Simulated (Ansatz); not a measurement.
Is this KMgF3 structure a true minimum?

The cell was reached from a generator's guess, though it ends in a space group that the part of the Crystallography Open Database at hand lists for this formula.

These are results of DFT PBE, scalar-relativistic, plane waves, PAW (Ansatz), not measurements. Settings: cutoff 420 eV, Γ-centred mesh 6×6×6 on the computed 5-atom cell, Gaussian smearing of 0.02 eV; no spin polarisation.

The cell below (5 atoms, space group Pm-3m (No. 221)) is relaxed within its symmetry.

```
K Mg F
1.0
     4.05516    0.00000    0.00000
     0.00000    4.05516    0.00000
     0.00000    0.00000    4.05516
K Mg F
1 1 3
Cartesian
  2.0276 2.0276 2.0276
  0.0000 0.0000 0.0000
  2.0276 0.0000 0.0000
  0.0000 2.0276 0.0000
  0.0000 0.0000 2.0276
```

For the test a repeat of it with 10 atoms (edges 4.06, 4.06, 8.11 Å) was strained at random (σ = 1.5 % a component), the atoms were moved at random (σ = 0.05 Å), and all was relaxed again on a coarse 4×4×2 mesh (in the run’s order of axes) with 0.10 eV smearing, with no symmetry imposed.

Question: Does it come back?

Answer: It returns, within 1 meV/atom of the unmoved cell on that mesh and with the same symmetry when read at 0.1 Å (C2/m at 0.01 Å, so small strains and shifts remain). No instability shows in this cell; modes of other wave vectors, which need another repeat, aren't tested.
